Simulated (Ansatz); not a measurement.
Runs of Ansatz 0.2.0 on Au. The structure is cubic, space group Fm-3m (No. 225). The conventional cell has a = 4.070 Å, b = 4.070 Å, c = 4.070 Å, α = 90.00°, β = 90.00°, γ = 90.00°. Au (site symmetry m-3m) is surrounded by 12 Au at 2.88 Å. 

```csv
task,level,potentials or basis,spin,cell,cutoff (eV),V0 of scaled cells (Å³/atom),B0 (GPa)
equation of state,r2SCAN+rVV10,Ansatz PAW,off,as given,500,17.22,(b)
equation of state,LDA,PseudoDojo LDA,off,as given,1034,(a),195
equation of state,revPBE+D3(BJ),Ansatz PAW,off,as given,420,16.96,171
equation of state,SVWN5,Ansatz PAW,off,as given,420,16.57,195
equation of state,LDA,Ansatz PAW,"SOC, no magnetisation",as given,420,(c),199
```

Alike in all rows: k mesh 11 × 11 × 11; smearing fermi-dirac 0.05 eV.

**Question.** Estimate the missing entries.

**Answer.** (a) 16.54; (b) 169; (c) 16.45.

Caveats: the PAW data sets were made with another functional, which shifts forces and pressure a little (some runs); the potentials were made for another functional, which shifts forces and pressure (some runs).

Runs at the PBE level aren't shown here.
